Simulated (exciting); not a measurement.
# Hf (Fm-3m) in exciting: further runs

Aim: see how the results for Hf move with the level of theory and the settings. Levels: PBEsol, PBE, RPBE. Tasks: single point.

Everything below comes from runs of exciting (release sodium). Logs are shortened: lines on timing, memory, paths and dates and some standing lists are left out, and cuts for length are marked.

### 1 The structure

It takes space group Fm-3m (No. 225, cubic). Conventional cell: a = 4.440 Å, b = 4.440 Å, c = 4.440 Å, α = 90.00°, β = 90.00°, γ = 90.00°. Hf (site symmetry m-3m) is surrounded by 12 Hf at 3.14 Å.

This isn't the form of Hf at room conditions, which is hcp.

### 2 Single point, PBEsol

File input.xml:

```xml
<input>
  <title>Hf</title>
  <structure speciespath="./" tshift="false">
    <crystal scale="1">
      <basevect>0.000000000000 4.195191996669 4.195191996669</basevect>
      <basevect>4.195191996669 0.000000000000 4.195191996669</basevect>
      <basevect>4.195191996669 4.195191996669 0.000000000000</basevect>
    </crystal>
    <species speciesfile="Hf.xml" rmt="2.3">
      <atom coord="0.000000000000 0.000000000000 0.000000000000"/>
    </species>
  </structure>
  <groundstate do="fromscratch" ngridk="10 10 10" rgkmax="9" gmaxvr="14" lmaxapw="10" lmaxmat="10" lmaxvr="8" xctype="GGA_PBE_SOL" stype="Gaussian" swidth="0.00073499" nempty="12" ValenceRelativity="iora*" epsengy="1e-05" epspot="1e-05" maxscl="60" tforce="true" outputlevel="low"/>
</input>
```

Potentials or basis: all-electron LAPW+lo, shipped species files, valence relativity iora*.

Launch:

```sh
OMP_NUM_THREADS=1 exciting_smp
```

INFO.OUT:

```text
================================================================================
EXCITING SODIUM started
[... 10 lines left out ...]

 Lattice vectors (cartesian) :
      0.0000000000      4.1951919967      4.1951919967
      4.1951919967      0.0000000000      4.1951919967
      4.1951919967      4.1951919967      0.0000000000

 Reciprocal lattice vectors (cartesian) :
     -0.7488555127      0.7488555127      0.7488555127
      0.7488555127     -0.7488555127      0.7488555127
      0.7488555127      0.7488555127     -0.7488555127

 Unit cell volume                           :     147.6677032509
 Brillouin zone volume                      :       1.6797864935

 Species :    1 (Hf)
     parameters loaded from                 :    Hf.xml
     name                                   :    hafnium

     atomic positions (lattice) :
       1 :   0.00000000  0.00000000  0.00000000

 Total number of atoms per unit cell        :       1

 Spin treatment                             :    spin-unpolarised

 Number of Bravais lattice symmetries       :      48
 Number of crystal symmetries               :      48

 k-point grid                               :      10   10   10
 Total number of k-points                   :      47
 k-point set is reduced with crystal symmetries

 R^MT_min * |G+k|_max (rgkmax)              :       9.00000000

 G-vector grid sizes                        :      27    27    27
 Total number of G-vectors                  :    6855

 Total nuclear charge                       :     -72.00000000
 Total electronic charge                    :      72.00000000

 Number of empty states                     :      12
 Total number of valence states             :      26

 Exchange-correlation type                  :      22
     PBEsol, Phys. Rev. Lett. 100, 136406 (2008)
     Generalised gradient approximation (GGA)

 Smearing scheme                            :    Gaussian
 Smearing width                             :       0.00073499

++++++++++++++++++++++++++++++++++++++++++++++++++++++++++++++++++++++++++++++++
+ Ending initialization                                                        +
++++++++++++++++++++++++++++++++++++++++++++++++++++++++++++++++++++++++++++++++

********************************************************************************
* Groundstate module started                                                   *
********************************************************************************
 Output level for this task is set to low

++++++++++++++++++++++++++++++++++++++++++++++++++++++++++++++++++++++++++++++++
[... 5 lines left out ...]
+ SCF iteration number :    1                                                  +
++++++++++++++++++++++++++++++++++++++++++++++++++++++++++++++++++++++++++++++++
 Total energy                               :    -15081.49096340
 _______________________________________________________________
 Fermi energy                               :         0.39748529
 DOS at Fermi energy (states/Ha/cell)       :        62.38745792
 Electron charge: Core leakage              :         0.00001620

++++++++++++++++++++++++++++++++++++++++++++++++++++++++++++++++++++++++++++++++
+ SCF iteration number :    2                                                  +
++++++++++++++++++++++++++++++++++++++++++++++++++++++++++++++++++++++++++++++++
 Total energy                               :    -15090.45874892
 _______________________________________________________________
 Fermi energy                               :         0.39663439
 DOS at Fermi energy (states/Ha/cell)       :        61.75788399
 Electron charge: Core leakage              :         0.00001574

 RMS change in effective potential (target) :  0.335539E-01  ( 0.100000E-04)
 Absolute change in total energy   (target) :   8.96779      ( 0.100000E-04)
 Charge distance                   (target) :  0.171283E-02  ( 0.100000E-04)
 Abs. change in max-nonIBS-force   (target) :   0.00000      ( 0.500000E-04)

++++++++++++++++++++++++++++++++++++++++++++++++++++++++++++++++++++++++++++++++
+ SCF iteration number :    3                                                  +
++++++++++++++++++++++++++++++++++++++++++++++++++++++++++++++++++++++++++++++++
 Total energy                               :    -15092.59572248
 _______________________________________________________________
 Fermi energy                               :         0.39603093
 DOS at Fermi energy (states/Ha/cell)       :        40.83002195
 Electron charge: Core leakage              :         0.00001563

 RMS change in effective potential (target) :  0.207034E-01  ( 0.100000E-04)
 Absolute change in total energy   (target) :   2.13697      ( 0.100000E-04)
 Charge distance                   (target) :  0.661259E-03  ( 0.100000E-04)
 Abs. change in max-nonIBS-force   (target) :   0.00000      ( 0.500000E-04)

++++++++++++++++++++++++++++++++++++++++++++++++++++++++++++++++++++++++++++++++
+ SCF iteration number :    4                                                  +
++++++++++++++++++++++++++++++++++++++++++++++++++++++++++++++++++++++++++++++++
 Total energy                               :    -15092.93068764
 _______________________________________________________________
 Fermi energy                               :         0.39669031
 DOS at Fermi energy (states/Ha/cell)       :        37.03575206
 Electron charge: Core leakage              :         0.00001560
[... 85 lines left out ...]
 RMS change in effective potential (target) :  0.285904E-07  ( 0.100000E-04)
 Absolute change in total energy   (target) :  0.149027E-04  ( 0.100000E-04)
 Charge distance                   (target) :  0.752035E-08  ( 0.100000E-04)
 Abs. change in max-nonIBS-force   (target) :   0.00000      ( 0.500000E-04)

++++++++++++++++++++++++++++++++++++++++++++++++++++++++++++++++++++++++++++++++
+ SCF iteration number :   11                                                  +
++++++++++++++++++++++++++++++++++++++++++++++++++++++++++++++++++++++++++++++++
 Total energy                               :    -15093.28207296
 _______________________________________________________________
 Fermi energy                               :         0.39555848
 DOS at Fermi energy (states/Ha/cell)       :        37.19656886
 Electron charge: Core leakage              :         0.00001559

 RMS change in effective potential (target) :  0.342643E-08  ( 0.100000E-04)
 Absolute change in total energy   (target) :  0.444989E-05  ( 0.100000E-04)
 Charge distance                   (target) :  0.170286E-08  ( 0.100000E-04)
 Abs. change in max-nonIBS-force   (target) :   0.00000      ( 0.500000E-04)

++++++++++++++++++++++++++++++++++++++++++++++++++++++++++++++++++++++++++++++++
+ SCF iteration number :   12                                                  +
++++++++++++++++++++++++++++++++++++++++++++++++++++++++++++++++++++++++++++++++
 Total energy                               :    -15093.28207288
 _______________________________________________________________
 Fermi energy                               :         0.39555848
 DOS at Fermi energy (states/Ha/cell)       :        37.19656909
 Electron charge: Core leakage              :         0.00001559

 RMS change in effective potential (target) :  0.286510E-08  ( 0.100000E-04)
 Absolute change in total energy   (target) :  0.784166E-07  ( 0.100000E-04)
 Charge distance                   (target) :  0.425452E-09  ( 0.100000E-04)
 Abs. change in max-nonIBS-force   (target) :   0.00000      ( 0.500000E-04)

++++++++++++++++++++++++++++++++++++++++++++++++++++++++++++++++++++++++++++++++
| Convergency criteria checked for the last 2 iterations                       +
| Convergence targets achieved. Performing final SCF iteration                 +
++++++++++++++++++++++++++++++++++++++++++++++++++++++++++++++++++++++++++++++++
 Total energy                               :    -15093.28207273
 _______________________________________________________________
 Fermi energy                               :         0.39555848
 DOS at Fermi energy (states/Ha/cell)       :        37.19656974
 Electron charge: Core leakage              :         0.00001559

++++++++++++++++++++++++++++++++++++++++++++++++++++++++++++++++++++++++++++++++
+ Self-consistent loop stopped                                                 +
++++++++++++++++++++++++++++++++++++++++++++++++++++++++++++++++++++++++++++++++
 STATE.OUT is written

--------------------------------------------------------------------------------
- Writing atomic positions and forces                                          -
--------------------------------------------------------------------------------

 Atomic positions (lattice) :
 atom     1  Hf  :     0.00000000    0.00000000    0.00000000

 Total atomic forces including IBS (cartesian) :
 atom     1  Hf  :     0.00000000    0.00000000    0.00000000

 Atomic force components including IBS (cartesian) :
 atom     1  Hf  :     0.00000000    0.00000000    0.00000000   HF force
                 :     0.00000000    0.00000000    0.00000000   core correction
                 :     0.00000000    0.00000000    0.00000000   IBS correction

********************************************************************************
[... 7 lines left out ...]
| EXCITING SODIUM stopped                                                      =
================================================================================
```

Run time: 33 s. Hardware: 1 thread of Arm Neoverse V1, shared host; peak memory 0.1 GiB.

What came out:

```yaml
Free_energy: -410709.1285 eV
Band_gap_on_the_k_mesh: none (metal or under the smearing width)
```

Levels at points of the mesh, in eV from the Fermi level:
| k point | band 9 | band 10 | band 11 | band 12 | band 13 | band 14 | band 15 | band 16 | band 17 | band 18 |
| --- | --- | --- | --- | --- | --- | --- | --- | --- | --- | --- |
| (0.00, 0.00, 0.00) | -11.55 | -11.55 | -11.55 | -7.32 | 1.36 | 1.36 | 1.36 | 4.22 | 4.22 | 11.39 |
| (0.50, 0.00, 0.00) | -11.58 | -11.58 | -11.55 | -3.74 | 0.65 | 1.12 | 1.12 | 6.42 | 6.42 | 9.61 |
| (0.50, 0.50, 0.00) | -11.59 | -11.59 | -11.56 | -3.40 | -2.25 | 2.64 | 6.43 | 7.08 | 7.08 | 10.04 |

Spin-orbit coupling is left out, which matters for the levels of Hf.

[end of part 1 of 2]
